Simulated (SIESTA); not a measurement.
HfO2:

```
Hf O
1.0
     0.00000    2.55750    2.55750
     2.55750    0.00000    2.55750
     2.55750    2.55750    0.00000
Hf O
1 2
Direct
  0.00000 0.00000 0.00000
  0.75000 0.75000 0.75000
  0.25000 0.25000 0.25000
```

Measurements of this composition are mostly on another form, of space group No. 14.

Program: SIESTA 5.4.2. Alike in all runs: task band structure; no spin polarisation; cell as given; k mesh 9 × 9 × 9; smearing fermi-dirac 0.05 eV; grid cutoff 800 Ry; energy shift 0.002 Ry.

Q: Order these runs on this cell by their pressure, lowest first.
A. level PBE; potentials or basis PseudoDojo 0.4 standard (PBE files), TZDP (energy shift 0.002 Ry)
B. level LDA; potentials or basis PseudoDojo 0.4 standard (LDA files), DZP (energy shift 0.002 Ry)
C. level RPBE; potentials or basis PseudoDojo 0.4 standard (PBE files), DZP (energy shift 0.002 Ry)
D. level vdW-DF-cx; potentials or basis PseudoDojo 0.4 standard (PBE files), DZP (energy shift 0.002 Ry)

A: B (-17.2 GPa), D (-6.8 GPa), A (-2.0 GPa), C (3.3 GPa).

Caveats: semicore shells carry a single zeta, which can move pressures by several GPa and volumes by a few percent; the basis of atomic orbitals isn't converged, which shifts pressures, moduli and gaps; the potentials were made for another functional, which shifts forces and pressure (some runs); so large a pressure means that the cell lies far from this level's equilibrium, or that cutoff or potentials fall short (some runs).
